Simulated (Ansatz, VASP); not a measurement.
## Two plane-wave programs on CuI (Marshite)

```xyz
2
Lattice="0.0000 2.9905 2.9905 2.9905 0.0000 2.9905 2.9905 2.9905 0.0000" Properties=species:S:1:pos:R:3 pbc="T T T"
I     0.0000    0.0000    0.0000
Cu    4.4858    4.4858    4.4858
```

Change from the starting cell: volume scaled by 0.96.

Alike in both runs: task single point; functional PBE; k mesh 8 × 8 × 8; occupations fermi-dirac, width 0.05 eV; no spin polarisation.

|  | VASP | Ansatz |
| --- | --- | --- |
| version | VASP 6.6.1 | Ansatz 0.2.0 |
| potentials or method | VASP PAW PBE potentials, release 64 (I, Cu) | Ansatz PAW |
| plane-wave cutoff (eV) | 520 | 420 |
| valence electrons in the cell | 18 | 36 |

Ansatz gave:

| Quantity | Value |
| --- | --- |
| gap on the k mesh at the Fermi level (eV) | 1.23 |
| least direct gap on the mesh (eV) | 1.23 |
| pressure (GPa) | 2.2 |

**Question.** Which values does VASP return?

**Answer.** gap on the k mesh at the Fermi level (eV): 1.26; least direct gap on the mesh (eV): 1.26; pressure (GPa): 2.2.

The two sets of potentials don't hold the same shells in valence.

Caveats: spin-orbit coupling is left out, which moves the levels of the heavy elements.
